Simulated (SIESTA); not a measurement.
The system is Mg.

```
Mg
1.0
     3.20930    0.00000    0.00000
    -1.60465    2.77934    0.00000
     0.00000    0.00000    5.21030
Mg
2
Direct
  0.66667 0.33333 0.75000
  0.33333 0.66667 0.25000
```

* Program: SIESTA 5.4.2
* Task: single point
* Functional: PBE
* Potentials or basis: PseudoDojo 0.4 standard (PBE files)
* Basis: DZP (energy shift 0.003 Ry; two zetas on semicore shells)
* Grid cutoff: 800 Ry
* Energy shift: 0.003 Ry
* k mesh: 10 × 10 × 5
* Occupations: fermi-dirac, width 0.05 eV
* Spin: no spin polarisation

On this cell: pressure 1.0 GPa; largest force under 0.003 eV/Å; band gap on the k mesh none (metal or under the smearing width).

The same run follows on a disturbed copy (atoms moved at random, drawn with an rms of 0.05 Å):

```
Mg
1.0
     3.20930    0.00000    0.00000
    -1.60465    2.77934    0.00000
     0.00000    0.00000    5.21030
Mg
2
Cartesian
  1.6123 0.9410 3.9302
  -0.0125 1.8927 1.2669
```

Question: What does the disturbed cell give?

Answer: The energy (extrapolated to zero smearing) moves by +3.4 meV/atom; pressure 1.1 GPa; largest force 0.218 eV/Å; band gap on the k mesh none (metal or under the smearing width).

Forces in eV/Å, atoms in the order of the input:
```
Mg  -0.019  0.011 -0.210
Mg   0.010 -0.016  0.217
```

Stress tensor (GPa, compression positive):
```
 0.67  0.06  0.01
 0.06  0.83 -0.01
 0.01 -0.01  1.77
```

Caveats: the basis of atomic orbitals isn't converged, which shifts pressures, moduli and gaps.
